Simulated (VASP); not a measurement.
Here is the system:

```yaml
crystal:
  lattice:
    - [4.29000, 0.00000, 0.00000]
    - [0.00000, 4.29000, 0.00000]
    - [0.00000, 0.00000, 4.29000]
  atoms:
    - { symbol: Cs, position: [0.00000, 0.00000, 0.00000] }
    - { symbol: Br, position: [0.50000, 0.50000, 0.50000] }
```

Method: G0W0 on PBE orbitals, VASP's PBE PAW potentials (set 64) (plane waves; VASP). Numerical set-up: PREC = Normal, 500 eV cut-off, 4×4×4 Γ-centred mesh, Gaussian smearing of 0.010 eV, potentials Cs_sv_GW Br_GW.

The mesh is coarse and the basis finite, so the quasiparticle values are not converged.

NBANDS = 160, ENCUTGW = 200 eV, NOMEGA = 64. The PBE levels (eV) that the step starts from are:

```json
[
 {"state": "k1 (0.00, 0.00, 0.00), band 5", "KS energy": "-5.88", "filling": "2"},
 {"state": "k1 (0.00, 0.00, 0.00), band 6", "KS energy": "0.48", "filling": "2"},
 {"state": "k1 (0.00, 0.00, 0.00), band 7", "KS energy": "0.48", "filling": "2"},
 {"state": "k1 (0.00, 0.00, 0.00), band 8", "KS energy": "0.48", "filling": "2"},
 {"state": "k1 (0.00, 0.00, 0.00), band 9", "KS energy": "4.99", "filling": "0"},
 {"state": "k1 (0.00, 0.00, 0.00), band 10", "KS energy": "5.41", "filling": "0"},
 {"state": "k1 (0.00, 0.00, 0.00), band 11", "KS energy": "5.41", "filling": "0"},
 {"state": "k1 (0.00, 0.00, 0.00), band 12", "KS energy": "9.61", "filling": "0"},
 {"state": "k3 (0.50, 0.00, 0.00), band 5", "KS energy": "-5.77", "filling": "2"},
 {"state": "k3 (0.50, 0.00, 0.00), band 6", "KS energy": "-0.83", "filling": "2"},
 {"state": "k3 (0.50, 0.00, 0.00), band 7", "KS energy": "0.28", "filling": "2"},
 {"state": "k3 (0.50, 0.00, 0.00), band 8", "KS energy": "0.28", "filling": "2"},
 {"state": "k3 (0.50, 0.00, 0.00), band 9", "KS energy": "6.42", "filling": "0"},
 {"state": "k3 (0.50, 0.00, 0.00), band 10", "KS energy": "7.78", "filling": "0"},
 {"state": "k3 (0.50, 0.00, 0.00), band 11", "KS energy": "8.22", "filling": "0"},
 {"state": "k3 (0.50, 0.00, 0.00), band 12", "KS energy": "8.63", "filling": "0"},
 {"state": "k8 (0.50, 0.25, 0.25), band 5", "KS energy": "-6.04", "filling": "2"},
 {"state": "k8 (0.50, 0.25, 0.25), band 6", "KS energy": "-0.40", "filling": "2"},
 {"state": "k8 (0.50, 0.25, 0.25), band 7", "KS energy": "-0.25", "filling": "2"},
 {"state": "k8 (0.50, 0.25, 0.25), band 8", "KS energy": "0.16", "filling": "2"},
 {"state": "k8 (0.50, 0.25, 0.25), band 9", "KS energy": "7.04", "filling": "0"},
 {"state": "k8 (0.50, 0.25, 0.25), band 10", "KS energy": "7.27", "filling": "0"},
 {"state": "k8 (0.50, 0.25, 0.25), band 11", "KS energy": "7.60", "filling": "0"},
 {"state": "k8 (0.50, 0.25, 0.25), band 12", "KS energy": "8.51", "filling": "0"}
]
```

Give the quasiparticle energies and renormalisation factors Z.

```
state                           QP energy (eV)     Z
------------------------------  --------------  ----
k1 (0.00, 0.00, 0.00), band 5            -7.78  0.80
k1 (0.00, 0.00, 0.00), band 6            -1.09  0.79
k1 (0.00, 0.00, 0.00), band 7            -1.09  0.79
k1 (0.00, 0.00, 0.00), band 8            -1.09  0.79
k1 (0.00, 0.00, 0.00), band 9             5.65  0.85
k1 (0.00, 0.00, 0.00), band 10            6.13  0.84
k1 (0.00, 0.00, 0.00), band 11            6.13  0.84
k1 (0.00, 0.00, 0.00), band 12           10.94  0.82
k3 (0.50, 0.00, 0.00), band 5            -7.66  0.80
k3 (0.50, 0.00, 0.00), band 6            -2.55  0.78
k3 (0.50, 0.00, 0.00), band 7            -1.32  0.79
k3 (0.50, 0.00, 0.00), band 8            -1.32  0.79
k3 (0.50, 0.00, 0.00), band 9             7.29  0.83
k3 (0.50, 0.00, 0.00), band 10            8.74  0.82
k3 (0.50, 0.00, 0.00), band 11            8.98  0.83
k3 (0.50, 0.00, 0.00), band 12            9.32  0.83
k8 (0.50, 0.25, 0.25), band 5            -7.96  0.80
k8 (0.50, 0.25, 0.25), band 6            -2.06  0.78
k8 (0.50, 0.25, 0.25), band 7            -1.91  0.78
k8 (0.50, 0.25, 0.25), band 8            -1.45  0.79
k8 (0.50, 0.25, 0.25), band 9             7.98  0.83
k8 (0.50, 0.25, 0.25), band 10            8.12  0.84
k8 (0.50, 0.25, 0.25), band 11            8.53  0.83
k8 (0.50, 0.25, 0.25), band 12            9.56  0.82
```
On the mesh the gap opens from 4.51 to 6.73 eV.

The compound is CsBr in the CsCl type structure. The cell was not relaxed at this level.
